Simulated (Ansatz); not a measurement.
**SiO2: field gradients at two levels of theory**

Cell: a computed structure from the Materials Project (it need not be an observed phase).

Space group Pnnm (No. 58); a = 4.9580, b = 8.7413, c = 8.6786 Å.

```csv
site,Wyckoff,site symmetry,x,y,z
Si,8h,1,0.9337,0.1741,0.1813
O9,4g,..m,0.0136,0.8013,0.0000
O10,4e,..2,0.5000,0.5000,0.2716
O13,8h,1,0.1232,0.2889,0.7216
```

One atom of each set is listed.

First run. Level of theory: DFT, PBE, plane waves and PAW, scalar-relativistic, 420 eV cutoff, Γ-centred 5×3×3 k-points, Fermi–Dirac smearing 0.02 eV (Ansatz 0.2.0).

```csv
site,V_zz (10²¹ V/m²),η
Si,0.51,0.97
O9,9.65,0.13
O10,9.50,0.09
O13,9.18,0.22
```

Second run. The same atoms and settings, except that the gradients are read without the response of the frozen cores to their surroundings (frozen_core: stored), which the first run includes.

(1) Given the first result, estimate the second.

## Answers

(1) 

```csv
site,V_zz,η,change of V_zz
Si,0.48,0.94,-0.03
O9,9.97,0.13,+0.32
O10,9.81,0.10,+0.31
O13,9.48,0.22,+0.30
```

The largest change of V_zz is on O9, from 9.65 to 9.97. In per cent, |V_zz| changes by -6 on Si, +3 on O (all sites that start above 0.5).

The largest force is 0.3 eV/Å, so the atoms aren't at the calculated equilibrium and relaxing them would move these values.
